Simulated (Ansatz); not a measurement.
TaN: two-dimensional strain map

Theory: DFT r2SCAN, scalar-relativistic, plane waves, PAW in Ansatz. Settings: plane waves to 500 eV, k-mesh 24×24×20 (Γ-centred), Gaussian smearing 0.15 eV. Spin–orbit coupling is left out, which can shift energies with elements as heavy as these. No spin polarisation. Energies are free energies at this smearing, counted from the undisturbed cell; pressure is positive in compression.

Reference structure (relaxed at this level; this form isn't the usual structure):

```
Ta N
1.0
     2.93615    0.00000    0.00000
    -1.46808    2.54278    0.00000
     0.00000    0.00000    2.88462
Ta N
1 1
Direct
  0.33333 0.66667 0.50000
  0.00000 0.00000 0.00000
```

The cell is strained by p along both x and y and by q along z, fractional coordinates fixed. Points are written (p, q).

Energy above the undisturbed cell in meV/atom (a dash: not computed):

```csv
p \ q,-0.080,-0.040,0.000,0.040,0.080
-0.080,914.8,622.6,470.4,?,487.3
-0.040,?,–,–,–,–
0.000,219.7,–,0.0,–,159.3
0.080,411.8,–,313.2,–,?
```

(1) Fill in the withheld energies.

Answers

(1) (-0.080, 0.040): 432.4; (-0.040, -0.080): 421.2; (0.080, 0.080): 540.8.